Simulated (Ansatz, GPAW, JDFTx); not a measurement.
# One calculation of BN, 3 ways

```xyz
2
Lattice="0.0000 1.8130 1.8130 1.8130 0.0000 1.8130 1.8130 1.8130 0.0000" Properties=species:S:1:pos:R:3 pbc="T T T"
N     0.9065    0.9065    0.9065
B     0.0000    0.0000    0.0000
```

The cell is a database's computed one, not the measured one.

Alike in all runs: task single point; functional PBEsol; k mesh 13 × 13 × 13; occupations gaussian, width 0.05 eV; no spin polarisation; no spin-orbit coupling. Pressure is positive in compression and, in plane waves, holds the error of the finite cutoff.

```tsv
program and potentials	plane-wave cutoff (eV)	notes	pressure (GPa)
GPAW, PAW data sets generated for this functional	800	-	-7.53
Ansatz, all-electron LAPW, scalar-relativistic	-	-	-6.29
JDFTx, PseudoDojo-SR-PBEsol-0.4.1-standard with smoothed tails	1143	-	-5.72
```

The pressure spans -7.53 (GPAW, PAW data sets generated for this functional) to -5.72 GPa (JDFTx, PseudoDojo-SR-PBEsol-0.4.1-standard with smoothed tails), with all-electron results at -6.29.

The functional is the same throughout but for its coding, so the spread measures potentials, basis and numerics; runs on potential files found faulty are left out.

All three runs give a negative pressure, so PBEsol would contract this zincblende cell: the lattice is stretched relative to the functional's own equilibrium. The likely reason is that the database relaxed it with a functional that favours longer bonds, as PBE does. PBEsol's weaker gradient enhancement favours denser solids and shorter bonds.

The size of the stress reflects the stiffness of the material more than a large misfit. Short, strong, partly polar sp3 bonds between small first-row atoms give cubic BN a very high bulk modulus, so a slight strain already costs several gigapascals. For the same reason, the spread between the programs corresponds to only a small difference in lattice constant.

The two plane-wave results lie on either side of the all-electron value of -6.29 GPa, GPAW showing the stronger tension, which could stem partly from basis incompleteness, since this usually biases the stress towards contraction. The sign of the stress is thus secure, but a single volume fixes neither the equilibrium lattice constant nor the bulk modulus.
